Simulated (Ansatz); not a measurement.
# Band table of F (hcp type)

```
CELL_PARAMETERS angstrom
1.90596 0.00000 0.00000
-0.95298 1.65061 0.00000
0.00000 0.00000 2.69816
ATOMIC_POSITIONS crystal
F 0.33333 0.66667 0.25000
F 0.66667 0.33333 0.75000
```

The cell comes from a relaxation on PAW files under the same functional, begun from a prototype that needn't be the stable phase.

Computed with Ansatz 0.2.0; functional PBE, scalar-relativistic. Settings: a Γ-centred 18×18×10 k mesh, Fermi–Dirac smearing of 0.05 eV, no spin polarisation. Methods: LAPW: all electrons, basis error target 1 meV/atom.

This run: volume at 0.4 of the series' base cell.

The structure type is held throughout; the real material can change phase at far lower pressure.

Path points, in fractions of the reciprocal vectors: Γ (0.000, 0.000, 0.000), M (0.500, 0.000, 0.000), K (0.333, 0.333, 0.000), A (0.000, 0.000, 0.500), L (0.500, 0.000, 0.500), H (0.333, 0.333, 0.500). Levels in eV from the Fermi level; bands 3 to 10, counted from the lowest band of the run. The gap is zero, the pressure 424.8 GPa.

```
# k(1/Å) point b3 b4 b5 b6 b7 b8 b9 b10
0.000 Γ -32.84 -21.68 -13.20 -1.49 -1.49 0.95 0.95 2.71
0.476 - -32.23 -21.40 -12.63 -3.23 -2.12 -0.03 1.00 2.27
0.952 - -30.45 -20.85 -11.01 -6.95 -3.34 -2.46 0.87 0.95
1.427 - -27.77 -21.11 -9.86 -8.70 -5.18 -4.33 -1.11 0.61
1.903 M -25.67 -22.37 -10.51 -7.09 -6.59 -4.70 -2.62 0.48
2.178 - -25.51 -22.35 -10.50 -6.93 -6.47 -5.15 -2.72 0.05
2.453 - -25.02 -22.34 -10.61 -6.44 -6.13 -6.02 -3.05 -1.08
2.727 - -24.25 -22.56 -11.00 -6.38 -5.76 -5.66 -3.67 -2.45
3.002 K -23.28 -23.28 -11.29 -5.96 -5.96 -4.63 -4.63 -3.12
3.552 - -26.30 -21.32 -9.75 -7.69 -7.39 -3.93 -2.11 -1.76
4.101 - -29.69 -20.72 -10.33 -6.81 -6.14 -1.75 -0.05 0.40
4.650 - -32.03 -21.32 -12.44 -3.54 -2.64 -0.08 0.86 2.12
5.200 Γ -32.84 -21.68 -13.20 -1.49 -1.49 0.95 0.95 2.71
5.491 - -32.60 -22.73 -11.97 -1.40 -1.40 0.86 0.86 2.27
5.782 - -31.88 -24.86 -9.34 -1.14 -1.14 0.59 0.59 1.00
6.073 - -30.69 -27.09 -6.36 -0.97 -0.74 -0.74 0.19 0.19
6.364 A -29.08 -29.08 -3.48 -3.48 -0.28 -0.28 -0.28 -0.28
6.840 - -28.52 -28.52 -4.31 -4.31 -0.71 -0.71 -0.61 -0.61
7.316 - -26.93 -26.93 -7.23 -7.23 -1.38 -1.38 -0.87 -0.87
7.792 - -24.76 -24.76 -10.91 -10.91 -2.10 -2.10 -0.66 -0.66
8.268 L -23.48 -23.48 -12.80 -12.80 -2.38 -2.38 -0.55 -0.55
8.542 - -23.38 -23.38 -12.63 -12.63 -3.41 -3.41 -0.04 -0.04
8.817 - -23.10 -23.10 -12.17 -12.17 -5.30 -5.30 0.53 0.53
9.092 - -22.76 -22.76 -11.56 -11.56 -7.12 -7.12 0.85 0.85
9.366 H -22.58 -22.58 -11.25 -11.25 -7.93 -7.93 0.95 0.95
9.916 - -23.72 -23.72 -10.81 -10.81 -5.92 -5.92 0.60 0.60
10.465 - -26.27 -26.27 -7.91 -7.91 -2.98 -2.98 -0.15 -0.15
11.015 - -28.33 -28.33 -4.61 -4.61 -0.98 -0.98 -0.55 -0.55
11.564 A -29.08 -29.08 -3.48 -3.48 -0.28 -0.28 -0.28 -0.28
```
